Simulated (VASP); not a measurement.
# MgS in VASP: one cell, several levels of theory, part 1 of 2

Aim: gap, levels, forces and stress of MgS built on the rocksalt prototype, under -3.7 % biaxial strain in x and y, z held at fixed geometry. Runs: PBE, r2SCAN.

Program: VASP 6.6.1. PAW datasets, plane waves. (Simulation; spin polarisation is off.)

**1. The system as given**

The cell comes from an earlier relaxation with r2SCAN in another program, then strained, with the atoms relaxed again.

The symmetry is I4/mmm (No. 139, tetragonal); a = 3.542 Å, c = 5.203 Å in the conventional setting, 16.32 Å³ an atom. Around Mg lie 6 S at 2.50–2.60 Å; around S lie 6 Mg at 2.50–2.60 Å.

Structure file:

```
CELL_PARAMETERS angstrom
0.00000 2.50448 2.60152
2.50448 0.00000 2.60152
2.50448 2.50448 0.00000
ATOMIC_POSITIONS crystal
Mg 0.00000 0.00000 0.00000
S 0.50000 0.50000 0.50000
```

**2. PBE at this geometry**

Input file INCAR:

```
ENCUT = 520.000000
SIGMA = 0.020000
EDIFF = 1.00e-07
GGA = PE
PREC = Accurate
IBRION = -1
ISIF = 2
ISMEAR = -1
NBANDS = 11
NELM = 120
NSW = 0
LASPH = .TRUE.
LCHARG = .FALSE.
LWAVE = .FALSE.
LREAL = .FALSE.
```

Input file KPOINTS:

```
KPOINTS created by Atomic Simulation Environment
0
Gamma
8 8 8
0 0 0
```

Input file KPOINTS_OPT:

```
special points
6
Reciprocal
0.0000000000 0.0000000000 0.0000000000 1
0.5000000000 0.0000000000 0.5000000000 1
0.6250000000 0.2500000000 0.6250000000 1
0.3750000000 0.3750000000 0.7500000000 1
0.5000000000 0.5000000000 0.5000000000 1
0.5000000000 0.2500000000 0.7500000000 1
```

Input file POSCAR:

```
Mg S
 1.0000000000000000
     0.0000000000000000    2.5044813179999998    2.6015179370000001
     2.5044813179999998    0.0000000000000000    2.6015179370000001
     2.5044813179999998    2.5044813179999998    0.0000000000000000
 Mg  S
   1   1
Cartesian
  0.0000000000000000  0.0000000000000000  0.0000000000000000
  2.5044813179999998  2.5044813179999998  2.6015179369999997
```

The run uses the recommended PBE PAW datasets (8 valence electrons a neutral cell).

Command:

```sh
mpirun -np 1 vasp_std
```

Printed to the terminal (iteration lines stand in OSZICAR):

```text
POSCAR found type information on POSCAR MgS
 POSCAR found :  2 types and       2 ions
 LDA part: xc-table for (Slater+PW92), standard interpolation
 POSCAR, INCAR and KPOINTS ok, starting setup
 FFT: planning ... GRIDC
 FFT: planning ... GRID_SOFT
 FFT: planning ... GRID
 WAVECAR not read
 entering main loop
 Start KPOINTS_OPT (optional k-point list driver)
k-point batch [1-6\6]
```

OSZICAR:

```text
N       E                     dE             d eps       ncg     rms          rms(c)
DAV:   1     0.216532276952E+02    0.21653E+02   -0.37022E+03  1362   0.606E+02
DAV:   2    -0.757399164305E+01   -0.29227E+02   -0.27724E+02  1704   0.100E+02
DAV:   3    -0.879537139455E+01   -0.12214E+01   -0.12196E+01  1617   0.220E+01
DAV:   4    -0.880196568091E+01   -0.65943E-02   -0.65938E-02  1549   0.191E+00
DAV:   5    -0.880202011935E+01   -0.54438E-04   -0.54438E-04  1641   0.169E-01    0.479E+00
DAV:   6    -0.845974106817E+01    0.34228E+00   -0.69465E-01  1457   0.340E+00    0.377E+00
DAV:   7    -0.841966523140E+01    0.40076E-01   -0.21985E-01  1532   0.208E+00    0.243E+00
DAV:   8    -0.842012187356E+01   -0.45664E-03   -0.13072E-02  1439   0.695E-01    0.105E+00
DAV:   9    -0.841989155829E+01    0.23032E-03   -0.69447E-04  1536   0.157E-01    0.334E-01
DAV:  10    -0.841990601029E+01   -0.14452E-04   -0.17659E-04  1518   0.625E-02    0.353E-02
DAV:  11    -0.841990318257E+01    0.28277E-05   -0.18239E-05  1520   0.194E-02    0.142E-02
DAV:  12    -0.841990316802E+01    0.14554E-07   -0.65452E-07  1639   0.509E-03
   1 F= -.84199032E+01 E0= -.84199032E+01  d E =-.432897E-12
       N       E                     dE             ncg
DAV:   1     0.763528219381E+03   -0.15173E+04      140
DAV:   2     0.605635381532E+03   -0.15789E+03      187
DAV:   3     0.600558658064E+03   -0.50767E+01      165
DAV:   4     0.600528598816E+03   -0.30059E-01      156
DAV:   5     0.600528296979E+03   -0.30184E-03      184
DAV:   6     0.600528294513E+03   -0.24659E-05      153
DAV:   7     0.600528294471E+03   -0.41685E-07      192
```

The lines after F= are the extra pass for the points of KPOINTS_OPT, at fixed density; their E is not a total energy.

Parts of OUTCAR:

```text
k-points           NKPTS =     59   k-points in BZ     NKDIM =     59   number of bands    NBANDS=     11

   NELECT =       8.0000    total number of electrons

   dimension x,y,z NGX =    28 NGY =   28 NGZ =   28
   dimension x,y,z NGXF=    56 NGYF=   56 NGZF=   56

  energy-cutoff  :      520.00
  volume of cell :       32.64
      direct lattice vectors                 reciprocal lattice vectors
     0.000000000  2.504481318  2.601517937    -0.199642136  0.199642136  0.192195484
     2.504481318  0.000000000  2.601517937     0.199642136 -0.199642136  0.192195484
     2.504481318  2.504481318  0.000000000     0.199642136  0.199642136 -0.192195484

 k-points in reciprocal lattice and weights: KPOINTS created by Atomic Simulation Env
   0.00000000  0.00000000  0.00000000       0.002
   0.12500000 -0.00000000  0.00000000       0.016
   0.25000000 -0.00000000  0.00000000       0.016
   0.37500000  0.00000000  0.00000000       0.016
   0.50000000 -0.00000000  0.00000000       0.008
   0.12500000  0.12500000  0.00000000       0.004
   0.25000000  0.12500000  0.00000000       0.016
   0.37500000  0.12500000  0.00000000       0.016
[... 51 more k-points ...]

 E-fermi :   4.9722

 k-point     1 :       0.0000    0.0000    0.0000
  band No.  band energies     occupation
      1      -8.6949      2.00000
      2       4.3803      2.00000
      3       4.3803      2.00000
      4       4.5291      2.00000
      5       8.7702      0.00000
      6      12.0581      0.00000
      7      12.4745      0.00000
      8      12.4745      0.00000
      9      14.5795      0.00000
     10      15.1336      0.00000
     11      17.1561      0.00000

 k-point     2 :       0.1250   -0.0000    0.0000
  band No.  band energies     occupation
      1      -8.5248      2.00000
      2       3.3248      2.00000
      3       4.2830      2.00000
      4       4.3449      2.00000
      5       9.5238      0.00000
      6      12.0698      0.00000
      7      12.4721      0.00000
      8      12.7749      0.00000
      9      14.0753      0.00000
     10      14.4928      0.00000
     11      17.6350      0.00000

 k-point     3 :       0.2500   -0.0000    0.0000
  band No.  band energies     occupation
      1      -8.0601      2.00000
      2       1.4266      2.00000
      3       4.0401      2.00000
      4       4.0709      2.00000
      5       9.6494      0.00000
      6      12.0979      0.00000
      7      12.5699      0.00000
      8      13.1941      0.00000
      9      14.8408      0.00000
     10      14.8920      0.00000
     11      16.8837      0.00000

 k-point     4 :       0.3750    0.0000    0.0000
  band No.  band energies     occupation
      1      -7.4804      2.00000
      2      -0.1665      2.00000
      3       3.7785      2.00000
      4       3.8845      2.00000
      5       9.2301      0.00000
      6      11.4810      0.00000
      7      11.9028      0.00000
      8      15.0255      0.00000
      9      16.3931      0.00000
     10      16.8551      0.00000
     11      17.0267      0.00000

 k-point     5 :       0.5000   -0.0000    0.0000
  band No.  band energies     occupation
      1      -7.1847      2.00000
      2      -0.8180      2.00000
      3       3.6795      2.00000
      4       3.8133      2.00000
      5       9.0601      0.00000
      6      11.2520      0.00000
      7      11.6467      0.00000
      8      15.3926      0.00000
      9      17.0331      0.00000
     10      18.9486      0.00000
     11      19.2881      0.00000

 k-point     6 :       0.1250    0.1250    0.0000
  band No.  band energies     occupation
      1      -8.4830      2.00000
      2       3.4731      2.00000
      3       4.0551      2.00000
      4       4.0551      2.00000
      5       9.9173      0.00000
      6      11.1860      0.00000
      7      12.8007      0.00000
      8      13.2150      0.00000
      9      13.2150      0.00000
     10      15.3822      0.00000
     11      18.7015      0.00000

 k-point     7 :       0.2500    0.1250    0.0000
  band No.  band energies     occupation
      1      -8.1296      2.00000
      2       2.0431      2.00000
      3       3.7728      2.00000
      4       3.7759      2.00000
      5      10.3088      0.00000
      6      11.3438      0.00000
      7      11.7663      0.00000
      8      13.5596      0.00000
      9      14.4940      0.00000
     10      15.6803      0.00000
     11      18.4619      0.00000

 k-point     8 :       0.3750    0.1250    0.0000
  band No.  band energies     occupation
      1      -7.5838      2.00000
      2       0.4463      2.00000
      3       3.3228      2.00000
      4       3.5999      2.00000
      5       9.9488      0.00000
      6      10.9963      0.00000
      7      12.8583      0.00000
      8      13.1725      0.00000
      9      16.3938      0.00000
     10      17.3882      0.00000
     11      17.7740      0.00000

 k-point     9 :       0.5000    0.1250    0.0000
  band No.  band energies     occupation
      1      -7.1504      2.00000
      2      -0.5410      2.00000
      3       2.9623      2.00000
      4       3.6108      2.00000
      5       9.8345      0.00000
      6      10.7218      0.00000
      7      12.2337      0.00000
      8      15.1459      0.00000
      9      17.0108      0.00000
     10      18.6011      0.00000
     11      19.0230      0.00000

 k-point    10 :      -0.3750    0.1250    0.0000
  band No.  band energies     occupation
      1      -7.2241      2.00000
      2      -0.3928      2.00000
      3       2.8650      2.00000
      4       3.7966      2.00000
      5       9.9816      0.00000
      6      10.9841      0.00000
      7      12.0488      0.00000
      8      14.8336      0.00000
      9      16.6837      0.00000
     10      17.2414      0.00000
     11      19.9858      0.00000

 k-point    11 :      -0.2500    0.1250    0.0000
  band No.  band energies     occupation
      1      -7.7265      2.00000
      2       0.7712      2.00000
      3       3.1070      2.00000
      4       4.0737      2.00000
      5      10.3339      0.00000
      6      11.6995      0.00000
      7      12.3847      0.00000
      8      12.9160      0.00000
      9      14.5439      0.00000
     10      17.5780      0.00000
     11      17.7561      0.00000

[... the tables of k-points 12 to 59 left out ...]

  Total        2.0365656      2.0365656      0.8796045      0.0000000      0.0000000      0.0000000
  in kB       99.9807925     99.9807925     43.1822834      0.0000000      0.0000000      0.0000000
  external PRESSURE =      81.0479561 kB  Pullay stress =       0.0000000 kB

 POSITION                                       TOTAL-FORCE (eV/Angst)
 -----------------------------------------------------------------------------------
      0.00000      0.00000      0.00000        -0.000000      0.000000      0.000000
      2.50448      2.50448      2.60152         0.000000     -0.000000      0.000000
 -----------------------------------------------------------------------------------
    total drift:                                0.000000      0.000000      0.000000

  FREE ENERGIE OF THE ION-ELECTRON SYSTEM (eV)
  ---------------------------------------------------
  free  energy   TOTEN  =        -8.4199031680 eV

  energy  without entropy=       -8.4199031680  energy(sigma->0) =       -8.41990317
```

It took 29 s on 1 MPI rank of Intel Xeon Platinum 8488C, shared host; peak memory 0.18 GiB.

The levels at the points of KPOINTS_OPT are read from vasprun.xml.

Near the gap, in eV above the top of the last filled band v; c is the band after it:

```csv
point,v−1,v,c,c+1
Γ,-0.15,0.00,4.24,7.53
X,-2.19,-1.85,2.78,4.01
U,-3.58,-1.67,3.84,6.61
K,-3.61,-1.50,4.08,6.91
L,-0.85,-0.72,4.53,6.72
W,-3.61,-2.76,5.57,7.99
```

The PBE gap is 2.78 eV and indirect (Γ to X), with 4.24 eV as the least direct one. The pressure is 8.10 GPa; the forces vanish within 0.01 eV/Å.

(Continued in part 2 of 2.)
